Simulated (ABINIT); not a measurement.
# GaN (P6_3mc) in ABINIT: settings compared

One crystal, GaN, is run at these levels: BLYP, AM05; tasks: band structure.

Program: ABINIT 10.8.3 (patched build). These are calculated values, not measurements. Logs are shortened: lines on timing, memory, paths and dates and some standing lists are left out, and cuts for length are marked. The log counts tension as positive stress, the text compression.

**Measured values to compare with.**

From “Studying electronic properties in GaN without electrical contacts using γ-γ vs e−-γ Perturbed Angular Correlations”, 2019, pmc:6823545, for a bulk crystal of GaN: band gap 3.503 ± 0.005 eV (direct).

The runs below are set against these values where they give the same quantity.

## Step 1: The structure

It takes space group P6_3mc (No. 186, hexagonal). The conventional cell has a = 3.180 Å, b = 3.180 Å, c = 5.166 Å, α = 90.00°, β = 90.00°, γ = 120.00°. Ga (site symmetry 3m) has 4 N at 1.94 to 1.95 Å as nearest neighbours. Around N (site symmetry 3m) lie 4 Ga at 1.94 to 1.95 Å.

## Step 2: Band structure, BLYP

run.abi

```
ndtset 2

pp_dirpath "./"
pseudos "Ga.GGA_PBE-JTH.xml, N.GGA_PBE-JTH.xml"

acell 3*1.0
rprim
     6.0093290763     0.0000000000     0.0000000000
    -3.0046645382     5.2042316397     0.0000000000
     0.0000000000     0.0000000000     9.7623251598
ntypat 2
znucl 31 7
natom 4
typat 1 1 2 2
xred
     0.6666666667     0.3333333333     0.5000000000
     0.3333333333     0.6666666667     0.0000000000
     0.6666666667     0.3333333333     0.8750000000
     0.3333333333     0.6666666667     0.3750000000

ecut 31.0
pawecutdg 53.0
pawxcdev 0

ixc -106131

occopt 3
tsmear 0.05 eV

nstep 100

iomode 3
prtwf 0
prteig 0
prtebands 0
enunit 1
prtden1 1

kptopt1 1
ngkpt1 10 10 5
nshiftk1 1
shiftk1 0.0 0.0 0.0
nband1 22
tolvrs1 1.0e-9

iscf2 -2
getden2 1
nband2 28
nbdbuf2 4
tolwfr2 1.0e-11
kptopt2 -7
ndivsm2 6
prteig2 1
prtvol2 -3
kptbounds2
     0.0000000000     0.0000000000     0.0000000000
     0.5000000000     0.0000000000     0.0000000000
     0.3333333333     0.3333333333     0.0000000000
     0.0000000000     0.0000000000     0.0000000000
     0.0000000000     0.0000000000     0.5000000000
     0.5000000000     0.0000000000     0.5000000000
     0.3333333333     0.3333333333     0.5000000000
     0.0000000000     0.0000000000     0.5000000000
```

Potentials or basis: JTH PAW PBE v2.0.

On the command line:

```bash
$ abinit run.abi > log 2>&1
```

run.abo:

```text
.Version 10.8.3 of ABINIT
 DATASET    1 : space group P6_3 m c (#186); Bravais hP (primitive hexag.)
================================================================================
 Values of the parameters that define the memory need for DATASET  1.
     intxc =       0    ionmov =       0      iscf =      17    lmnmax =      18
     lnmax =       6     mgfft =      50  mpssoang =       3    mqgrid =    3200
     natom =       4  nloc_mem =       2    nspden =       1   nspinor =       1
    nsppol =       1      nsym =      12    n1xccc =       1    ntypat =       2
    occopt =       3   xclevel =       2
       mpw =        2541          nfft =       51200          nkpt =          42
 PAW method is used; the additional fine FFT grid is defined by:
   mgfftf=        64    nfftf =    102400
================================================================================
================================================================================

 DATASET    2 : space group P6_3 m c (#186); Bravais hP (primitive hexag.)
================================================================================
 Values of the parameters that define the memory need for DATASET  2.
     intxc =       0    ionmov =       0      iscf =      -2    lmnmax =      18
     lnmax =       6     mgfft =      50  mpssoang =       3    mqgrid =    3200
     natom =       4  nloc_mem =       2    nspden =       1   nspinor =       1
    nsppol =       1      nsym =      12    n1xccc =       1    ntypat =       2
    occopt =       3   xclevel =       2
       mpw =        2545          nfft =       51200          nkpt =          67
 PAW method is used; the additional fine FFT grid is defined by:
   mgfftf=        64    nfftf =    102400
================================================================================
================================================================================

--------------------------------------------------------------------------------
------------- Echo of variables that govern the present computation ------------
--------------------------------------------------------------------------------
 -outvars: echo values of preprocessed input variables --------
            acell      1.0000000000E+00  1.0000000000E+00  1.0000000000E+00 Bohr
              amu      6.97230000E+01  1.40067400E+01
             ecut      3.10000000E+01 Hartree
           enunit           1
           getden1          0
           getden2          1
             iscf1         17
             iscf2         -2
              ixc     -106131
           jdtset        1    2
           kptopt1          1
           kptopt2         -7
         kptrlatt       10    0    0      0   10    0      0    0    5
          kptrlen1     4.88116258E+01
          kptrlen2     3.00000000E+01
            natom           4
            nband1         22
            nband2         28
           nbdbuf1          0
           nbdbuf2          4
           ndtset           2
           ndivsm1          0
           ndivsm2          6
            ngfft          32      32      50
          ngfftdg          40      40      64
             nkpt1         42
             nkpt2         67
            nstep         100
             nsym          12
           ntypat           2
           occopt           3
        pawecutdg      5.30000000E+01 Hartree
         pawxcdev           0
        prtebands           0
           prteig1          0
           prteig2          1
           prtvol1          0
           prtvol2         -3
            prtwf           0
            rprim      6.0093290763E+00  0.0000000000E+00  0.0000000000E+00
                      -3.0046645382E+00  5.2042316397E+00  0.0000000000E+00
                       0.0000000000E+00  0.0000000000E+00  9.7623251598E+00
           shiftk1     0.00000000E+00  0.00000000E+00  0.00000000E+00
           shiftk2     5.00000000E-01  5.00000000E-01  5.00000000E-01
[... 278 lines left out ...]
 -2.8448E-02  1.9239E-01  1.9239E-01  2.2883E-01  2.3102E-01  2.3102E-01
  3.0748E-01  3.9078E-01  5.7588E-01  5.9628E-01  5.9628E-01  6.3003E-01
  6.6376E-01  6.6376E-01  7.8210E-01  8.1564E-01
 Non-SCF case, kpt    2 (  0.04545  0.00000  0.00000), residuals and eigenvalues=
[... 645 lines left out ...]
 -2.5717E-01 -2.5717E-01 -2.5639E-01 -2.5639E-01 -2.5358E-01 -2.5358E-01
  9.0400E-02  9.0400E-02  2.0703E-01  2.0703E-01  2.1002E-01  2.1002E-01
  3.9489E-01  3.9489E-01  5.4556E-01  5.4556E-01  6.1524E-01  6.1524E-01
  6.1815E-01  6.1815E-01  8.4544E-01  8.4544E-01
 Non-SCF case, kpt   67 (  0.00000  0.00000  0.50000), residuals and eigenvalues=
  6.33E-12  3.49E-12  1.72E-12  3.07E-12  4.05E-12  5.62E-12  4.16E-12  4.38E-12
  3.15E-12  8.12E-12  2.56E-12  3.84E-12  4.95E-12  8.24E-12  7.01E-12  2.53E-12
  6.98E-12  3.61E-12  1.90E-12  2.02E-12  6.51E-12  7.51E-12  4.18E-12  1.34E-12
  6.94E-12  3.98E-12  3.37E-08  6.89E-08
 -3.3646E-01 -3.3646E-01 -2.6709E-01 -2.6709E-01 -2.6709E-01 -2.6709E-01
 -2.5638E-01 -2.5638E-01 -2.5638E-01 -2.5638E-01 -2.5475E-01 -2.5475E-01
  9.0523E-02  9.0523E-02  2.1120E-01  2.1120E-01  2.1120E-01  2.1120E-01
  3.9112E-01  3.9112E-01  5.4866E-01  5.4866E-01  6.1615E-01  6.1615E-01
  6.1615E-01  6.1615E-01  8.4365E-01  8.4365E-01

--- !ResultsGS
iteration_state: {dtset: 2, }
comment   : Summary of ground state results
lattice_vectors:
- [  6.0093291,   0.0000000,   0.0000000, ]
- [ -3.0046645,   5.2042316,   0.0000000, ]
- [  0.0000000,   0.0000000,   9.7623252, ]
lattice_lengths: [   6.00933,    6.00933,    9.76233, ]
lattice_angles: [ 90.000,  90.000, 120.000, ] # degrees, (23, 13, 12)
lattice_volume:   3.0530638E+02
convergence: {deltae:  0.000E+00, res2:  0.000E+00, residm:  9.981E-12, diffor:  0.000E+00, }
etotal    :  -1.78186093E+02
entropy   :   0.00000000E+00
fermie    :   2.70619751E-01
cartesian_stress_tensor: null
pressure_GPa: null
xred      :
- [  6.6667E-01,   3.3333E-01,   5.0000E-01, Ga]
- [  3.3333E-01,   6.6667E-01,   0.0000E+00, Ga]
- [  6.6667E-01,   3.3333E-01,   8.7500E-01,  N]
- [  3.3333E-01,   6.6667E-01,   3.7500E-01,  N]
cartesian_forces: null
force_length_stats: {min: null, max: null, mean: null, }
...

 Integrated electronic density in atomic spheres:
 ------------------------------------------------
 Atom  Sphere_radius  Integrated_density
    1        2.10359         11.20444606
    2        2.10359         11.20444606
    3        1.20497          2.58492786
    4        1.20497          2.58492786

================================================================================

 ----iterations are completed or convergence reached----

 Mean square residual over all n,k,spin=   50.675E-13; max=  99.810E-13
 reduced coordinates (array xred) for    4 atoms
       0.666666666667      0.333333333333      0.500000000000
       0.333333333333      0.666666666667      0.000000000000
       0.666666666667      0.333333333333      0.875000000000
       0.333333333333      0.666666666667      0.375000000000

 cartesian coordinates (angstrom) at end:
    1      1.58999999890987     0.91798692737376     2.58299999824324
    2     -0.00000000001764     1.83597385474752     0.00000000000000
    3      1.58999999890987     0.91798692737376     4.52024999692566
    4     -0.00000000001764     1.83597385474752     1.93724999868243
 length scales=  1.000000000000  1.000000000000  1.000000000000 bohr
              =  0.529177210544  0.529177210544  0.529177210544 angstroms
 Eigenvalues (   eV  ) for nkpt=  67  k points:
 kpt#   1, nband= 28, wtk=  1.00000, kpt=  0.0000  0.0000  0.0000 (reduced coord)
  -9.70289   -8.84029   -7.31081   -7.28994   -7.28994   -7.22609   -7.22609   -7.03562
  -7.03562   -6.93582   -6.93582   -5.61220   -0.77410    5.23524    5.23524    6.22670
   6.28636    6.28636    8.36685   10.63369   15.67060   16.22560   16.22560   17.14408
  18.06188   18.06188   21.28191   22.19472
 kpt#   2, nband= 28, wtk=  1.00000, kpt=  0.0455  0.0000  0.0000 (reduced coord)
  -9.68265   -8.83535   -7.30853   -7.28689   -7.28313   -7.22396   -7.22199   -7.03735
  -7.03593   -6.93945   -6.93532   -5.59716   -0.74499    5.07561    5.19076    6.07293
   6.20869    6.26833    8.56270   10.77118   15.62665   16.05700   16.28005   17.18146
  17.94516   18.10895   21.00819   22.04875
 kpt#   3, nband= 28, wtk=  1.00000, kpt=  0.0909  0.0000  0.0000 (reduced coord)
  -9.62366   -8.82142   -7.30059   -7.27824   -7.26326   -7.21677   -7.21000   -7.04241
  -7.03645   -6.94935   -6.93389   -5.55293   -0.65862    4.64310    5.06522    5.59146
   6.14499    6.21403    9.00129   11.12950   15.40662   15.73874   16.43149   17.23414
  17.70014   18.24016   20.42817   21.77614
 kpt#   4, nband= 28, wtk=  1.00000, kpt=  0.1364  0.0000  0.0000 (reduced coord)
  -9.53122   -8.80094   -7.28742   -7.26550   -7.23092   -7.19990   -7.19106   -7.05035
[... 304 lines left out ...]
  -9.10884   -9.10884   -7.26017   -7.26017   -7.25398   -7.25398   -7.02532   -7.02532
  -6.97695   -6.97695   -6.84030   -6.84030    2.44253    2.44253    5.33889    5.33889
   5.61769    5.61769   11.01210   11.01210   14.62235   14.62235   16.67514   16.67514
  16.98116   16.98116   23.01628   23.01630
 kpt#  66, nband= 28, wtk=  1.00000, kpt=  0.0256  0.0256  0.5000 (reduced coord)
  -9.14340   -9.14340   -7.26605   -7.26605   -7.26441   -7.26441   -6.99806   -6.99806
  -6.97668   -6.97668   -6.90019   -6.90019    2.45992    2.45992    5.63361    5.63361
   5.71498    5.71498   10.74554   10.74554   14.84556   14.84556   16.74145   16.74145
  16.82074   16.82074   23.00558   23.00558
 kpt#  67, nband= 28, wtk=  1.00000, kpt=  0.0000  0.0000  0.5000 (reduced coord)
  -9.15544   -9.15544   -7.26799   -7.26799   -7.26799   -7.26799   -6.97655   -6.97655
  -6.97655   -6.97655   -6.93220   -6.93220    2.46327    2.46327    5.74708    5.74708
   5.74708    5.74708   10.64283   10.64283   14.92968   14.92968   16.76637   16.76637
  16.76637   16.76637   22.95680   22.95680

== END DATASET(S) ==============================================================
================================================================================

 -outvars: echo values of variables after computation  --------
            acell      1.0000000000E+00  1.0000000000E+00  1.0000000000E+00 Bohr
           etotal1    -1.7818609262E+02
            fcart1     1.7923100492E-28  4.1391627577E-28 -2.5401834219E-03
                       1.7923100492E-28  4.1391627577E-28 -2.5401834219E-03
                       1.7923100492E-28  1.7219155530E-39  2.5401834219E-03
                      -5.3769301477E-28 -8.2783255154E-28  2.5401834219E-03
            rprim      6.0093290763E+00  0.0000000000E+00  0.0000000000E+00
                      -3.0046645382E+00  5.2042316397E+00  0.0000000000E+00
                       0.0000000000E+00  0.0000000000E+00  9.7623251598E+00
           strten1    -4.1865321331E-04 -4.1865321271E-04 -5.0286739102E-04
                       0.0000000000E+00  0.0000000000E+00  1.9420986186E-13
           xangst      1.5899999989E+00  9.1798692737E-01  2.5829999982E+00
                      -1.7639790514E-11  1.8359738547E+00  0.0000000000E+00
                       1.5899999989E+00  9.1798692737E-01  4.5202499969E+00
                      -1.7639790514E-11  1.8359738547E+00  1.9372499987E+00
             xred      6.6666666667E-01  3.3333333333E-01  5.0000000000E-01
                       3.3333333333E-01  6.6666666667E-01  0.0000000000E+00
                       6.6666666667E-01  3.3333333333E-01  8.7500000000E-01
                       3.3333333333E-01  6.6666666667E-01  3.7500000000E-01
 Calculation completed.
```

Run time: 2.7 min. Hardware: 1 thread of Arm Neoverse V1, shared host; peak memory 0.18 GiB.

What came out:

```
Free energy                                           : -4848.6906 eV
Pressure                                              : 13.1 GPa
Largest force                                         : 0.131 eV/Å
Band gap on the k mesh                                : 2.08 eV, direct
Band gap along the path                               : 2.08 eV, direct
Valence electrons inside the program's atomic spheres : Ga 11.20; N 2.58
```

Forces on the atoms (eV/Å):
```
Ga   0.000  0.000 -0.131
Ga   0.000  0.000 -0.131
N    0.000  0.000  0.131
N    0.000  0.000  0.131
```

Stress tensor (GPa, compression positive):
```
12.32  0.00  0.00
 0.00 12.32  0.00
 0.00  0.00 14.79
```

Levels at the corners of the path, in eV from the valence-band top:
| point | band 15 | band 16 | band 17 | band 18 | band 19 | band 20 | band 21 | band 22 |
| --- | --- | --- | --- | --- | --- | --- | --- | --- |
| Γ | -1.05 | -0.06 | 0.00 | 0.00 | 2.08 | 4.35 | 9.38 | 9.94 |
| M | -4.21 | -2.75 | -2.20 | -0.98 | 5.23 | 5.68 | 6.22 | 8.65 |
| K | -5.22 | -2.98 | -2.98 | -2.66 | 5.38 | 7.80 | 7.80 | 8.62 |
| Γ | -1.05 | -0.06 | 0.00 | 0.00 | 2.08 | 4.35 | 9.38 | 9.94 |
| A | -0.54 | -0.54 | -0.54 | -0.54 | 4.36 | 4.36 | 8.64 | 8.64 |
| L | -1.94 | -1.94 | -1.90 | -1.90 | 4.58 | 4.58 | 7.86 | 7.86 |
| H | -4.13 | -4.13 | -1.50 | -1.50 | 6.56 | 6.56 | 7.52 | 7.52 |
| A | -0.54 | -0.54 | -0.54 | -0.54 | 4.36 | 4.36 | 8.64 | 8.64 |

Caveat: the PAW data sets were made with another functional, which shifts forces and pressure a little.

(Part 1 of 2 ends here.)
